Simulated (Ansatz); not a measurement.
The system is GaSb.

```
Sb Ga
1.0
     0.00000    3.05900    3.05900
     3.05900    0.00000    3.05900
     3.05900    3.05900    0.00000
Sb Ga
1 1
Direct
  0.75000 0.75000 0.75000
  0.00000 0.00000 0.00000
```

Base run:

```yaml
Program: Ansatz 0.2.0
Functional: revPBE
Potentials_or_basis: Ansatz PAW
Cutoff: "420 eV (not typed: the program's choice for these potentials)"
k_mesh: 8 × 8 × 8
Occupations: fermi-dirac, width 0.05 eV
Spin: no spin polarisation
```

Its results: band gap on the k mesh 0.11 eV, direct; pressure 3.5 GPa.

Problem. After a change of settings the same cell gave: band gap on the k mesh none (metal or under the smearing width); pressure -0.2 GPa. Which change was it?
A. functional from revPBE to r2SCAN; cutoff from 420 eV (not typed: the program's choice for these potentials) to 500 eV (not typed: the program's choice for these potentials)
B. functional from revPBE to PBE
C. functional from revPBE to LDA
D. functional from revPBE to PBEsol

Solution. D.

PBEsol binds more tightly than revPBE, so the same cell stands under less pressure.

Caveats: spin-orbit coupling is left out, which moves the levels of the heavy elements; the PAW data sets come from PBE, with cores solved anew for the run's functional, which leaves a small shift of forces and pressure.
